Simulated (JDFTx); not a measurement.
**KCl under changes of volume**

One of the cells (28.294 Å³/atom); the others are scaled copies at fixed shape and fractional positions:

```
K Cl
1.0
     3.83920    0.00000    0.00000
     0.00000    3.83920    0.00000
     0.00000    0.00000    3.83920
K Cl
1 1
Direct
  0.00000 0.00000 0.00000
  0.50000 0.50000 0.50000
```

Measurements of this composition are mostly on another form, of space group No. 225.

```yaml
Program: JDFTx 1.7.0 (patched build)
Functional: LDA
Potentials_or_basis: PseudoDojo-SR-LDA-0.4.1-standard with smoothed tails
Cutoff: 980 eV
Density_cutoff: 7837 eV
k_mesh: 7 × 7 × 7
Occupations: fermi-dirac, width 0.05 eV
Spin: no spin polarisation
```

```csv
volume (Å³/atom),energy over the lowest point (meV/atom),pressure (GPa),gap on the mesh (eV)
26.596,0.00,-2.3,4.65
27.162,8.70,-2.6,4.56
27.728,18.50,-2.9,4.47
28.294,29.25,-3.2,4.39
28.860,40.80,-3.4,4.31
29.426,53.05,-3.6,4.23
29.991,?,?,?
```

Problem. What does the run at 29.991 Å³/atom give?

Solution. Energy over the lowest point 65.89 meV/atom; pressure -3.7 GPa; gap on the mesh 4.16 eV.

Worked out: A Birch-Murnaghan fit of order 3 (a polynomial in V^(-2/3)) to the other rows has no minimum within the range. It gives 65.86 meV/atom at 29.991 Å³/atom, against the run's 65.89, and -dE/dV = -3.7 GPa, against -3.7. A straight line through the other rows of the gap, of slope -4.14 eV per unit of ln V, extrapolates to 4.15 eV, against the run's 4.16.

Energies are extrapolated to zero smearing.

Caveats: an odd mesh through Γ misses points on the zone boundary, where band edges often lie.
